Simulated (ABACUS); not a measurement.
**WS2: equation of state with PBE**

Crystal: WS2.

```xyz
3
Lattice="1.5790 0.9116 6.1633 -1.5790 0.9116 6.1633 0.0000 -1.8233 6.1633" Properties=species:S:1:pos:R:3 pbc="T T T"
W     0.0000    0.0000    0.0000
S     0.0000    0.0000   10.7427
S     0.0000    0.0000   13.8730
```

Measurements of this composition are mostly on another form, of space group No. 194.

```yaml
Program: ABACUS 3.10.1
Task: equation of state
Functional: PBE
Potentials_or_basis: PseudoDojo NC SR 0.4.1 PBE standard
Cutoff: 1007 eV
Density_cutoff: 4027 eV
Basis: plane waves
k_mesh: 10 × 10 × 10
Occupations: fermi-dirac, width 0.05 eV
Spin: no spin polarisation
```

```yaml
Equilibrium_volume: 18.24 Å³/atom
Bulk_modulus_at_fixed_shape_and_positions: 156 GPa
Pressure_derivative_of_the_bulk_modulus: 4.4
```

Energy against volume, from the lowest point:
```csv
volume (Å³/atom),energy (meV/atom)
16.679,76.01
17.034,43.51
17.389,20.63
17.744,6.42
18.099,0.00
18.454,0.61
18.809,7.54
```

All runs of the series together: 7.5 min on 4 threads of AMD EPYC 9R45 96-Core Processor (Zen 5), with other jobs on the host.

Caveat: the cell was scaled at fixed shape and fractional positions, which overstates the stiffness of a crystal with free parameters, most of all of layers and chains. The run has no spin-orbit coupling, so splittings on W are missing.
